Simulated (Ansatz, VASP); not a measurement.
## Two plane-wave programs on SiNi

```
Si Ni
1.0
     4.46481    0.00000    0.00000
     0.00000    4.46481    0.00000
     0.00000    0.00000    4.46481
Si Ni
4 4
Direct
  0.84671 0.84671 0.84671
  0.65329 0.15329 0.34671
  0.34671 0.65329 0.15329
  0.15329 0.34671 0.65329
  0.14873 0.14873 0.14873
  0.35127 0.85127 0.64873
  0.64873 0.35127 0.85127
  0.85127 0.64873 0.35127
```

Alike in both runs: functional r2SCAN; k mesh 4 × 4 × 4; occupations gaussian, width 0.1 eV; no spin polarisation.

Ansatz relaxed the structure, and its values are those at the end. VASP's run is a single point on that final structure, the one shown.

```csv
,VASP,Ansatz
version,VASP 6.6.1,Ansatz 0.2.0
potentials or method,"VASP PAW PBE potentials, release 64 (Si, Ni)","scalar-relativistic, plane waves, PAW"
plane-wave cutoff (eV),520,500
valence electrons in the cell,56,88
```

Ansatz gave:

| Property | Result |
| --- | --- |
| gap on the k mesh at the Fermi level (eV) | none |
| pressure (GPa) | -0.1 |
| rms of the force components (eV/Å) | 0.006 |

**Question.** Estimate VASP's values.

**Answer.** gap on the k mesh at the Fermi level (eV): none; pressure (GPa): 0.0; rms of the force components (eV/Å): 0.006.

A gap of «none» marks a metal or a gap that the smearing closes. With one functional, cell and mesh, what is left measures potentials, basis and numerics. The two sets of potentials don't hold the same shells in valence.

Caveats: the PAW data sets were made with another functional, which shifts forces and pressure a little (VASP). Spin polarisation is off, so any magnetic state and its effect on volume and gap are missing.
